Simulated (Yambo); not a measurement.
Crystal: GaN.

```xyz
2
Lattice="0.0000 2.2535 2.2535 2.2535 0.0000 2.2535 2.2535 2.2535 0.0000" Properties=species:S:1:pos:R:3 pbc="T T T"
Ga    0.0000    0.0000    0.0000
N     1.1268    1.1268    1.1268
```

The cell is a database's computed one.

Base run:

- Program: Yambo 5.3.0
- Functional: PBEsol
- Potentials or basis: PseudoDojo 0.4.1 SR PBEsol standard
- Cutoff: 1143 eV
- Density cutoff: 4572 eV
- k mesh: 6 × 6 × 6
- Occupations: fixed
- Spin: no spin polarisation

Its results: band gap on the k mesh, mean-field level 1.71 eV, direct.

Question: The run is repeated on the same cell with these changes: functional from PBEsol to LDA; potentials or basis from PseudoDojo 0.4.1 SR PBEsol standard to PseudoDojo 0.4.1 SR LDA standard. What comes out?

Answer: Band gap on the k mesh, mean-field level 1.77 eV, direct.

A k mesh can miss the band edges.
